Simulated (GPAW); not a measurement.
Here is a GPAW 26.7.0 calculation.

The input run.py:

```python
from ase.dft.bandgap import bandgap
from ase.io import read, write
from gpaw import GPAW, PW

atoms = read('POSCAR')
atoms.pbc = (True, True, False)

calc = GPAW(mode=PW(450),
            xc='revPBE',
            kpts={'size': (10, 10, 1), 'gamma': True},
            occupations={'name': 'fermi-dirac', 'width': 0.05},
            setups={'W': '6'},
            nbands=-20,
            convergence={'density': 1e-05, 'energy': 1e-05},
            maxiter=150,
            poissonsolver={'dipolelayer': 'xy'},
            txt='gpaw.txt')
atoms.calc = calc
energy = atoms.get_potential_energy()
forces = atoms.get_forces()
calc.write('gs.gpw')
write('result.traj', atoms)
print(f'Energy: {energy:.6f} eV')
print('Forces (eV/A):')
print(forces.round(4))
print('Fermi level:', round(calc.get_fermi_level(), 4), 'eV')
print(f'Gap: {bandgap(calc)[0]:.4f} eV, direct: {bandgap(calc, direct=True)[0]:.4f} eV')

path = atoms.cell.bandpath(pbc=(1, 1, 0), npoints=61, eps=1e-4)
bs_calc = calc.fixed_density(kpts=path, symmetry='off', nbands=-46,
                             convergence={'bands': 'CBM+6.0', 'eigenstates': 1e-6}, txt='bands.txt')
bs = bs_calc.band_structure()
bs.write('bs.json')
print(f'Gap on the path: {bandgap(bs_calc)[0]:.4f} eV')
```

The input POSCAR:

```
WS2
1.0
    3.1580007685      0.0000000000      0.0000000000
   -1.5790003843      2.7349088908      0.0000000000
    0.0000000000      0.0000000000     24.2936853070
S W S W S
1 1 2 1 1
Direct
    0.3333333333      0.6666666667      0.3087222011
    0.6666666667      0.3333333333      0.3739233342
    0.3333333333      0.6666666667      0.4375768918
    0.0000000000      0.0000000000      0.5624231082
    0.3333333333      0.6666666667      0.6276242413
    0.0000000000      0.0000000000      0.6912777989
```

Potentials or basis: the program's PAW data sets (release 1.2.1) made for this functional, other valence, pw.

The run is started by

```console
$ OMP_NUM_THREADS=1 python run.py
```

Problem. What does it give for the band gap on the k mesh?

Solution. 1.56 eV, indirect (least direct gap 2.20 eV).

Problem. What does it give for the largest force?

Solution. 1.287 eV/Å.

Problem. Estimate the band gap along the path.

Solution. 1.48 eV, indirect (least direct gap 1.86 eV).

Forces in eV/Å, atoms in the order of the input:
```
S    0.000  0.000 -0.614
W    0.000  0.000 -0.700
S    0.000  0.000  1.064
S    0.000  0.000 -0.400
W    0.000  0.000 -0.637
S    0.000  0.000  1.287
```

Caveat: spin-orbit coupling is left out, which moves the levels of the heavy elements.
